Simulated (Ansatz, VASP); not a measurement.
# Two plane-wave programs on SiC

INCAR

```
SYSTEM = SiC
PREC     = Accurate       ! precision mode
ENCUT    = 520            ! plane-wave cutoff, eV
EDIFF    = 1E-6           ! SCF threshold, eV
ISMEAR   = -1             ! smearing method
SIGMA    = 0.02           ! smearing width, eV
LREAL    = .False.        ! projectors in reciprocal space
LASPH    = .True.         ! aspherical terms in the spheres
NELM     = 80             ! most SCF steps
ALGO     = Normal         ! electronic algorithm
ISIF     = 2              ! what is computed and relaxed
LWAVE    = .False.        ! write WAVECAR
LCHARG   = .False.        ! write CHGCAR
GGA      = PE             ! functional
NBANDS   = 16             ! bands
```

KPOINTS

```
regular mesh
0
Gamma
  12 12 6
  0 0 0
```

The input POSCAR:

```
SiC
1.0
    3.0753562278      0.0000000000      0.0000000000
   -1.5376781139      2.6633366190      0.0000000000
    0.0000000000      0.0000000000      5.0481082228
Si C
2 2
Direct
    0.3333333333      0.6666666667     -0.0004084119
    0.6666666667      0.3333333333      0.4995915881
    0.3333333333      0.6666666667      0.3754084119
    0.6666666667      0.3333333333      0.8754084119
```

Input for Ansatz:

```yaml
crystal:
  lattice:
    - [3.0753562278, 0.0, 0.0]
    - [-1.5376781139, 2.663336619, 0.0]
    - [0.0, 0.0, 5.0481082228]
  atoms:
    - { symbol: Si, position: [0.3333333333, 0.6666666667, -0.0004084119] }
    - { symbol: Si, position: [0.6666666667, 0.3333333333, 0.4995915881] }
    - { symbol: C, position: [0.3333333333, 0.6666666667, 0.3754084119] }
    - { symbol: C, position: [0.6666666667, 0.3333333333, 0.8754084119] }
kpoints:
  mp_grid: { grid: [12, 12, 6] }
  band_path:
    path:
      - [[0.0, 0.0, 0.0], [0.5, -3.231978077109e-17, -2.607508758659e-35], [0.3333333333333, 0.3333333333333, -1.151875076997e-35], [0.0, 0.0, 0.0], [4.891855464876e-53, 3.713867626222e-52, 0.5], [0.5, -3.231978077109e-17, 0.5], [0.3333333333333, 0.3333333333333, 0.5], [4.891855464876e-53, 3.713867626222e-52, 0.5]]
      - [[0.5, -3.231978077109e-17, 0.5], [0.5, -3.231978077109e-17, -2.607508758659e-35]]
      - [[0.3333333333333, 0.3333333333333, 0.5], [0.3333333333333, 0.3333333333333, -1.151875076997e-35]]
    npoints: 10
hamiltonian:
  xc: pbe
scf:
  occupations: { method: fermi_dirac, width: 0.02 }
  n_extra_bands: 5
output:
  forces: true
  stress: true
  eigenvalues: true
```

The cell was built by a generator and needn't be a form met in nature.

Alike in both runs: task single point; functional PBE; k mesh 12 × 12 × 6; occupations fermi-dirac, width 0.02 eV; no spin polarisation.

```csv
,VASP,Ansatz
version,VASP 6.6.1,Ansatz 0.2.0
potentials or method,"VASP PAW PBE potentials, release 64 (Si, C)","plane waves, PAW"
plane-wave cutoff (eV),520,420
valence electrons in the cell,16,16
```

```csv
,VASP,Ansatz,Ansatz less VASP
gap on the k mesh at the Fermi level (eV),2.27,2.28,+0.004
pressure (GPa),3.5,3.5,+0.06
largest component of the traceless stress (GPa),0.12,0.13,+0.009
```

A k mesh can miss the band edges. PBE gaps usually lie below the measured ones, often by a third to a half.
